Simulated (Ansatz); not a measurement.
# ZnS: the cell at several levels of theory

The task here is to estimate one member of a computed series from the others.

The runs shown are made with Ansatz 0.2.0. PAW datasets, plane waves, zero pressure. Calculated at 0 K for a non-magnetic cell.

## The structure to begin with

Space group P6_3mc (No. 186), hexagonal; conventional cell a = 3.811 Å, c = 6.234 Å, 19.60 Å³ an atom. Zn has 4 S at 2.31–2.40 Å; S has 4 Zn at 2.31–2.40 Å.

Structure file:

```
Zn S
1.0
     3.81100    0.00000    0.00000
    -1.90550    3.30042    0.00000
     0.00000    0.00000    6.23400
Zn S
2 2
Direct
  0.33333 0.66667 0.00000
  0.66667 0.33333 0.50000
  0.33333 0.66667 0.38500
  0.66667 0.33333 0.88500
```

The first run:

Input file input.yaml:

```yaml
crystal:
  lattice:
    - [3.811, 0.0, 0.0]
    - [-1.9055, 3.3004228138, 0.0]
    - [0.0, 0.0, 6.234]
  atoms:
    - { symbol: Zn, position: [0.3333333333, 0.6666666667, 0.0] }
    - { symbol: Zn, position: [0.6666666667, 0.3333333333, 0.5] }
    - { symbol: S, position: [0.3333333333, 0.6666666667, 0.385] }
    - { symbol: S, position: [0.6666666667, 0.3333333333, 0.885] }
kpoints:
  mp_grid: { grid: [12, 12, 4] }
hamiltonian:
  xc: pbe
scf:
  occupations: { method: fermi_dirac, width: 0.02 }
relax:
  f_tol: 0.005
  cell: {}
output:
  write_density: true
  write_potential: true
  elf: true
  volumetric_format: npy
```

The run is started by

```bash
ansatz run input.yaml --threads 4 --pin off --max-ram 9216MiB --backend cpu --events-out ev --progress --plain --runs-dir out
```

Among the steps run: Relaxing with PBE; r2SCAN: cell and atoms; PBEsol: cell and atoms; LDA: cell and atoms; Relaxing with HSE06.

One table of the session follows, with a row left open; its other results are not shown here.

| level | a (Å) | c (Å) | volume (Å³/atom) |
| --- | --- | --- | --- |
| PBE | 3.846 | 6.304 | 20.186 |
| r2SCAN | ? | ? | ? |
| PBEsol | 3.782 | 6.208 | 19.225 |
| LDA | 3.738 | 6.143 | 18.585 |
| HSE06 | 3.834 | 6.278 | 19.978 |

**Question.** Estimate the row for r2SCAN.

As computed: a (Å): 3.805; c (Å): 6.244; volume (Å³/atom): 19.577. In the column «a (Å)» it lies between PBEsol (3.782) and HSE06 (3.834).

From the start to the first minimum the volume moved by +3.0 %. LDA gives the smallest cell and PBE the largest; they differ by 8.6 % in volume, a mean of 2.8 % in length. The meshes differ: PBE 12×12×4, r2SCAN 12×12×4, PBEsol 12×12×4, LDA 12×12×4, HSE06 6×6×4.
